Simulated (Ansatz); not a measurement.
## TaN at a changed volume: Electric field gradients

The cell is an entry of the Crystallography Open Database (COD), relaxed with PBE at fixed cell and then changed (volume scaled by 1.04, ions relaxed).

```yaml
crystal:
  lattice:
    - [5.25323, 0.00000, 0.00000]
    - [-2.62662, 4.54943, 0.00000]
    - [0.00000, 0.00000, 2.94627]
  atoms:
    - { symbol: Ta, position: [0.00000, 0.00000, 0.00000] }
    - { symbol: Ta, position: [0.33333, 0.66667, 0.50000] }
    - { symbol: Ta, position: [0.66667, 0.33333, 0.50000] }
    - { symbol: N, position: [0.50000, 0.00000, 0.00000] }
    - { symbol: N, position: [0.50000, 0.50000, 0.00000] }
    - { symbol: N, position: [0.00000, 0.50000, 0.00000] }
```

Atoms are numbered from 1 in the order listed; like atoms form one site, named after its first atom.

The numbers come from a DFT calculation in Ansatz (PBE, plane waves and PAW, scalar-relativistic, collinear spin, 420 eV cutoff, Γ-centred 10×10×16 k-points, Fermi–Dirac smearing 0.05 eV). Start moments as typed (μB): 2 on each Ta, none on the rest.

C_Q = eQV_zz/h, which is 24.18 MHz for Q = 1 b and V_zz = 10²¹ V/m²; η = (V_xx − V_yy)/V_zz. Directions are in the Cartesian axes of the cell vectors above, for the atom listed; none is given where the gradient is under 0.02 or η is above 0.95.

(1) Give the quadrupolar parameters of the distinct sites.

## Answers

(1) 

| site | first atom | first shell | V_zz (10²¹ V/m²) | η | direction of V_zz (x, y, z) |
| --- | --- | --- | --- | --- | --- |
| Ta1 | 1 | 6 N at 2.63 Å | -46.0 | 0.00 | 0.00 0.00 1.00 |
| Ta2 | 2 | 6 N at 2.11 Å | -36.0 | 0.00 | 0.00 0.00 1.00 |
| N | 4 | 4 Ta at 2.11 Å; also 2 Ta at 2.63 Å | 2.79 | 0.83 | 1.00 0.00 0.00 |

An axis of threefold or higher order runs through Ta1 and Ta2, so V_zz lies along it and η is zero.

With no gap above 0.1 eV, as in a metal, the gradients converge slowly in k; expect changes of a tenth or more on a denser mesh. Without spin–orbit coupling the gradients at and beside Ta can be off by some per cent, at some sites by more. With these PAW files V_zz is typically within 2 to 3 % of all-electron values, but misses above 10 % occur on Ta. The start moments die out, and the run ends without spin.

The relaxation (1 step) took 34 s of wall time (34 s of CPU time) and 0.85 GiB at its peak, on 1 thread of Intel Xeon 6975P-C (Granite Rapids) (x86_64; 16 cores open to the job, memory cap 3.0 GiB, no GPU), a shared host with a load of 0.6 a core.
